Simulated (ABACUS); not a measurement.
# ZrS2 (P-3m1) in ABACUS: single point with PBE

Aim: the single point of ZrS2 with PBE.

Everything below comes from runs of ABACUS 3.10.1. Logs are shortened: lines on timing, memory, paths and dates and some standing lists are left out, and cuts for length are marked.

## Step 1: Starting point

It takes space group P-3m1 (No. 164, trigonal). The conventional cell has a = 3.691 Å, b = 3.691 Å, c = 6.041 Å, α = 90.00°, β = 90.00°, γ = 120.00°. Zr (site symmetry -3m) is surrounded by 6 S at 2.57 Å. Around S (site symmetry 3m) lie 3 Zr at 2.57 Å.

The cell is a database's computed one.

## Step 2: Single point, PBE

The input, INPUT:

```
INPUT_PARAMETERS
suffix              ZrS2
calculation         scf
basis_type          lcao
pseudo_dir          ./
orbital_dir         ./
symmetry            1
dft_functional      pbe
ecutwfc             100
pseudo_rcut         10
nspin               1
nbands              16
ks_solver           genelpa
smearing_method     fd
smearing_sigma      0.00367493
scf_thr             1e-07
scf_nmax            100
mixing_type         broyden
mixing_beta         0.7
cal_force           1
cal_stress          1
out_mul             1
```

The input, STRU:

```
ATOMIC_SPECIES
Zr 91.2240 Zr.upf
S 32.0600 S.upf

NUMERICAL_ORBITAL
Zr_confined-atom_8au_2s1p1d.orb
S_confined-atom_7au_1s1p.orb

LATTICE_CONSTANT
1.8897261246

LATTICE_VECTORS
3.6913825498 0.0000000000 0.0000000000
-1.8456912749 3.1968310632 0.0000000000
0.0000000000 0.0000000000 6.0410770100

ATOMIC_POSITIONS
Direct

Zr
0.0
1
0.0000000000 0.0000000000 0.0000000000 1 1 1

S
0.0
2
0.3333333333 0.6666666667 0.2379099700 1 1 1
0.6666666667 0.3333333333 0.7620900300 1 1 1
```

The input, KPT:

```
K_POINTS
0
Gamma
8 8 5 0 0 0
```

Potentials or basis: PseudoDojo NC SR 0.4.1 PBE standard, SZ LCAO (the cutoffs set its grid).

On the command line:

```bash
$ OMP_NUM_THREADS=1 mpirun -np 4 abacus > log
```

running log:

```text
ABACUS v3.10.1

               Atomic-orbital Based Ab-initio Computation at UStc

 ------------------------------------------------------------------------------------

 READING GENERAL INFORMATION
                           global_out_dir = OUT.ZrS2/
                           global_in_card = INPUT
                               pseudo_dir = ./
                              orbital_dir = ./
                                    DSIZE = 4
                                    GSIZE = 1

 READING UNITCELL INFORMATION
                                    ntype = 2
                  lattice constant (Bohr) = 1.88973
              lattice constant (Angstrom) = 1

 READING ATOM TYPE 1
                               atom label = Zr
                      L=0, number of zeta = 2
                      L=1, number of zeta = 1
                      L=2, number of zeta = 1
             number of atom for this type = 1

 READING ATOM TYPE 2
                               atom label = S
                      L=0, number of zeta = 1
                      L=1, number of zeta = 1
             number of atom for this type = 2

                        TOTAL ATOM NUMBER = 3
DIRECT COORDINATES
    atom                   x                   y                   z     mag                  vx                  vy                  vz
taud_Zr1            0.0000000000        0.0000000000        0.0000000000  0.0000        0.0000000000        0.0000000000        0.0000000000
taud_S1            0.3333333333        0.6666666667        0.2379099700  0.0000        0.0000000000        0.0000000000        0.0000000000
taud_S2            0.6666666667        0.3333333333        0.7620900300  0.0000        0.0000000000        0.0000000000        0.0000000000

                          Volume (Bohr^3) = 481.083
                             Volume (A^3) = 71.289

 Lattice vectors: (Cartesian coordinate: in unit of a_0)
             +3.69138                  +0                  +0
             -1.84569            +3.19683                  +0
                   +0                  +0            +6.04108
 Reciprocal vectors: (Cartesian coordinate: in unit of 2 pi/a_0)
            +0.270901           +0.156405                  -0
                   -0            +0.31281                  -0
                   +0                  -0           +0.165533
 The esolver type has been set to : ksdft_lcao

                PAO radial cut off (Bohr) = 10

 Read in pseudopotential file is Zr.upf
                     pseudopotential type = NC
          exchange-correlation functional = PBE
                 nonlocal core correction = 1
                        valence electrons = 12
                                     lmax = 2
                           number of zeta = 4
                     number of projectors = 6
                           L of projector = 0
[... 5 lines left out ...]
                PAO radial cut off (Bohr) = 10

 Read in pseudopotential file is S.upf
                     pseudopotential type = NC
          exchange-correlation functional = PBE
                 nonlocal core correction = 1
                        valence electrons = 6
                                     lmax = 2
                           number of zeta = 2
                     number of projectors = 6
                           L of projector = 0
                           L of projector = 0
                           L of projector = 1
                           L of projector = 1
                           L of projector = 2
                           L of projector = 2
     initial pseudo atomic orbital number = 18

 SETUP THE ELECTRONS NUMBER
            electron number of element Zr = 12
      total electron number of element Zr = 12
             electron number of element S = 6
       total electron number of element S = 12
            AUTOSET number of electrons:  = 24
                           occupied bands = 12
                                   NLOCAL = 18
                                   NBANDS = 16
                                   NBANDS = 16
                                   NLOCAL = 18

%%%%%%%%%%%%%%%%%%%%%%%%%%%%%%%%%%%%%%%%%%%%%%%%%%%%%%%%%%%%%%%%%%%%%%%%%%%%%%%%%%%%%%%%%%%%%%%%%%%%%%%%%%
 Warning: the number of valence electrons in pseudopotential > 4 for Zr: [Kr] 4d2 5s2
 Pseudopotentials with additional electrons can yield (more) accurate outcomes, but may be less efficient.
 If you're confident that your chosen pseudopotential is appropriate, you can safely ignore this warning.
%%%%%%%%%%%%%%%%%%%%%%%%%%%%%%%%%%%%%%%%%%%%%%%%%%%%%%%%%%%%%%%%%%%%%%%%%%%%%%%%%%%%%%%%%%%%%%%%%%%%%%%%%%

 SETUP THE PLANE WAVE BASIS
 energy cutoff for charge/potential (unit:Ry) = 400
            fft grid for charge/potential = [ 45, 45, 75 ]
                        fft grid division = [ 5, 5, 5 ]
        big fft grid for charge/potential = [ 9, 9, 15 ]
                                     nbxx = 324
                                     nrxx = 40500

 SETUP PLANE WAVES FOR CHARGE/POTENTIAL
                    number of plane waves = 64909
                         number of sticks = 1345

 PARALLEL PW FOR CHARGE/POTENTIAL
     PROC   COLUMNS(POT)             PW
        1            336          16226
        2            337          16231
        3            336          16228
        4            336          16224
 --------------- sum -------------------
        4           1345          64909
                            number of |g| = 2854
                                  max |g| = 36.1782
[... 37 lines left out ...]
                                       C3 = 2
                                       C4 = 0
                                       C6 = 0
                                       S1 = 3
                                       S3 = 0
                                       S4 = 0
                                       S6 = 2
                              POINT GROUP = D_3d
                                       C2 = 3
                                       C3 = 2
                                       C4 = 0
                                       C6 = 0
                                       S1 = 3
                                       S3 = 0
                                       S4 = 0
                                       S6 = 2
               POINT GROUP IN SPACE GROUP = D_3d

 SETUP K-POINTS
                                    nspin = 1
                   Input type of k points = Monkhorst-Pack(Gamma)
                                   nkstot = 320
                       right hand lattice = 1
(for reciprocal lattice: )
                             BRAVAIS TYPE = 4
                     BRAVAIS LATTICE NAME = 04. Hexagonal cell
                                    ibrav = 4
                       right hand lattice = 1
(for k-lattice: )
                             BRAVAIS TYPE = 4
                     BRAVAIS LATTICE NAME = 04. Hexagonal cell
                                    ibrav = 4
                       right hand lattice = 1
                        ROTATION MATRICES = 24
                               nkstot_ibz = 40
K-POINTS REDUCTION ACCORDING TO SYMMETRY
     IBZ    DIRECT_X    DIRECT_Y    DIRECT_Z  WEIGHT  ibz2bz
       1  0.00000000  0.00000000  0.00000000  0.0031       0
       2 -0.12500000  0.12500000  0.00000000  0.0187       1
       3 -0.25000000  0.25000000  0.00000000  0.0187       2
       4 -0.37500000  0.37500000  0.00000000  0.0187       3
       5  0.50000000  0.50000000  0.00000000  0.0094       4
       6 -0.12500000  0.25000000  0.00000000  0.0187       9
[... 22 lines left out ...]
      29 -0.37500000  0.37500000  0.40000000  0.0187     131
      30  0.50000000  0.50000000  0.40000000  0.0187     132
[... 10 further k points ...]

                               nkstot now = 40
[... K-POINTS DIRECT COORDINATES: 40 rows ...]

           k-point number in this process = 40
       minimum distributed K point number = 40
[... stars of the k points ...]

[... K-POINTS CARTESIAN COORDINATES: 40 rows ...]

[... K-POINTS DIRECT COORDINATES: 40 rows ...]

 SETUP PLANE WAVES FOR WAVE FUNCTIONS
     energy cutoff for wavefunc (unit:Ry) = 100
              fft grid for wave functions = [ 45, 45, 75 ]
                    number of plane waves = 10575
                         number of sticks = 397

 PARALLEL PW FOR WAVE FUNCTIONS
     PROC   COLUMNS(POT)             PW
        1             99           2645
        2            100           2644
        3             99           2643
        4             99           2643
 --------------- sum -------------------
        4            397          10575

 SET NONLOCAL PSEUDOPOTENTIAL PROJECTORS
 SET NONLOCAL PSEUDOPOTENTIAL PROJECTORS
 max number of nonlocal projetors among all species is 6

 -------------------------------------------
 SELF-CONSISTENT
 -------------------------------------------

 SETUP SEARCHING RADIUS FOR PROGRAM TO SEARCH ADJACENT ATOMS
                  longest orb rcut (Bohr) = 8
   longest nonlocal projector rcut (Bohr) = 1.66
                     search radius (Bohr) = 19.3
              searching radius is (Bohr)) = 19.3
         searching radius unit is (Bohr)) = 1.89
                         PeriodicBoundary = 1
                        Radius(unit:lat0) = 10.2
                                   glayer = [ 5, 5, 3 ]
                             glayer_minus = [ 4, 4, 2 ]

Find the coordinate range of the input atom(unit:lat0).
                                  min_tau = [ -22.1, -12.8, -12.1 ]
                                  max_tau = [ 24, 14.9, 16.7 ]
                                BoxNumber = [ 9, 9, 5 ]

 SETUP EXTENDED REAL SPACE GRID FOR GRID INTEGRATION
                          real space grid = [ 45, 45, 75 ]
                 big cell numbers in grid = [ 9, 9, 15 ]
             meshcell numbers in big cell = [ 5, 5, 5 ]
                        extended fft grid = [ 12, 12, 11 ]
                dimension of extened grid = [ 34, 34, 38 ]
                            UnitCellTotal = 75
              Atom number in sub-FFT-grid = 3
    Local orbitals number in sub-FFT-grid = 18
                                ParaV.nnr = 2895
                                 init_chg = atomic

 LCAO ALGORITHM --------------- ION=   1  ELEC=   1--------------------------------

 Density error is 0.105553129934
----------------------------------------------------------
     Energy           Rydberg                 eV
----------------------------------------------------------
 E_KohnSham     -145.3838860174      -1978.0492472189
 E_Harris       -148.8945519631      -2025.8143078553
 E_Fermi        0.5209700822         7.0881616056
----------------------------------------------------------
[... 91 lines left out ...]
 Density error is 4.93006392319e-08
----------------------------------------------------------
     Energy           Rydberg                 eV
----------------------------------------------------------
 E_KohnSham     -145.5223319943      -1979.9329013696
 E_KS(sigma->0) -145.5223316768      -1979.9328970506
 E_Harris       -145.5223339440      -1979.9329278972
 E_band         -13.2861973784       -180.7679890983
 E_one_elec     -54.5114801474       -741.6667364180
 E_Hartree      35.0270736403        476.5677857740
 E_xc           -32.8208231271       -446.5502075789
 E_Ewald        -93.2171017252       -1268.2837345088
 E_entropy(-TS) -0.0000006349        -0.0000086379
 E_descf        0.0000000000         0.0000000000
 E_exx          0.0000000000         0.0000000000
 E_Fermi        0.5337204270         7.2616389467
----------------------------------------------------------

 charge density convergence is achieved
 final etot is -1979.9329014 eV
 EFERMI = 7.2616389467 eV

 STATE ENERGY(eV) AND OCCUPATIONS    NSPIN == 1
 1/40 kpoint (Cartesian) = 0.0000 0.0000 0.0000 (2033 pws)
       1       -42.8243     0.00625000
       2       -20.8821     0.00625000
       3       -20.8439     0.00625000
       4       -20.8439     0.00625000
       5       -6.41377     0.00625000
       6       -4.77225     0.00625000
[... 8 lines left out ...]
      15        9.21419    6.85789e-20
      16        11.9543    1.08692e-43
[... 76 lines left out ...]
       3       -20.8732      0.0375000
       4       -20.8561      0.0375000
       5       -5.95461      0.0375000
       6       -4.98155      0.0375000
[... 8 lines left out ...]
      15        9.48648    1.77538e-21
      16        11.8142    1.07437e-41

[... levels at 34 further k points ...]

 correction force for each atom along direction 1 is -3.62673e-15
 correction force for each atom along direction 2 is -2.07704e-15
 correction force for each atom along direction 3 is 2.19038e-14
------------------------------------------------------------------------------------------
 TOTAL-FORCE (eV/Angstrom)
------------------------------------------------------------------------------------------
                       Zr1         0.0000000000         0.0000000000         0.0000000000
                        S1         0.0000000000         0.0000000000         0.3418572379
                        S2         0.0000000000         0.0000000000        -0.3418572379
------------------------------------------------------------------------------------------

----------------------------------------------------------------
 TOTAL-STRESS (KBAR)
----------------------------------------------------------------
        52.6586494011         0.0000000000         0.0000000000
        -0.0000000000        52.6586494015         0.0000000000
         0.0000000000        -0.0000000000        19.7594761393
----------------------------------------------------------------
 TOTAL-PRESSURE: 41.692258 KBAR

 --------------------------------------------
 !FINAL_ETOT_IS -1979.9329013696155926 eV
 --------------------------------------------
```

Run time: 3.1 s. Hardware: 4 MPI ranks of Intel Xeon at 2.60GHz (Ice Lake), shared host; peak memory 0.44 GiB.

These settings aren't checked as converged: the numbers below hold their error.

Results:

```yaml
Free_energy: -1979.9329 eV
Pressure: 4.2 GPa
Largest_force: 0.342 eV/Å
Band_gap_on_the_k_mesh: 0.88 eV, indirect (least direct gap 0.99 eV)
Mulliken_charges: Zr +0.80; S -0.40 e
```

Caveat: the atomic orbitals were generated for these runs and aren't a published set; Mulliken charges move with the basis; an odd mesh through Γ misses points on the zone boundary, where band edges often lie; this functional lacks dispersion, which binds the layers, so the pressure and a relaxed spacing across them are unreliable; the basis of atomic orbitals isn't converged, which shifts pressures, moduli and gaps.
